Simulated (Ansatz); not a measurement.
AgCl: levels with and without spin–orbit coupling

```
CELL_PARAMETERS angstrom
0.00000 2.77315 2.77315
2.77315 0.00000 2.77315
2.77315 2.77315 0.00000
ATOMIC_POSITIONS crystal
Ag 0.50000 0.50000 0.50000
Cl 0.00000 0.00000 0.00000
```

Atom numbers follow the list: Ag1, Cl2.

The cell is COD entry 9011666, as deposited and not checked against the literature; nothing was relaxed.

Levels of theory: DFT, PBE, all-electron LAPW, scalar-relativistic (Ansatz 0.2.0); DFT, PBE, all-electron LAPW, Dirac equation with spin-orbit coupling (Ansatz 0.2.0).

Numerical set-up: a Γ-centred 9×9×9 k mesh, Fermi–Dirac smearing of 0.01 eV, basis error target 0.5 meV/atom, no spin polarisation.

Levels between -6 and 4 eV, each run counted from its own valence-band top. Scalar levels are listed once for both spins; with the coupling every spinor state is counted. Levels near the edges of the range can cross them.

Task: At Γ (0.000, 0.000, 0.000) the scalar-relativistic levels are -2.44 (×3), -2.40 (×2), -2.32 (×3), 0.91. What are they with spin–orbit coupling?

Result: -2.79 (×4), -2.46 (×2), -2.31 (×4), -2.27 (×2), -2.25 (×4), 0.87 (×2).

Task: At X (0.500, 0.000, 0.500) the scalar-relativistic levels are -4.32, -3.05 (×2), -2.77, -2.21, -1.96 (×2), -1.87, 2.38. What are they with spin–orbit coupling?

Result: -4.36 (×2), -3.15 (×2), -3.04 (×2), -2.92 (×2), -2.31 (×2), -2.22 (×2), -1.82 (×2), -1.72 (×2), 2.34 (×2).

Task: At L (0.500, 0.500, 0.500) the scalar-relativistic levels are -5.24, -4.15 (×2), -2.08 (×2), -1.76, 0.00 (×2). What are they with spin–orbit coupling?

Result: -5.28 (×2), -4.23 (×2), -4.19 (×2), -2.21 (×2), -2.15 (×2), -1.70 (×2), -0.04 (×2), 0.00 (×2).

Task: Without the coupling the gap is 0.91 eV, indirect from L (0.5, 0.5, 0.5) to Γ. And with it?

Result: 0.87 eV, indirect from L (0.5, 0.5, 0.5) to Γ.
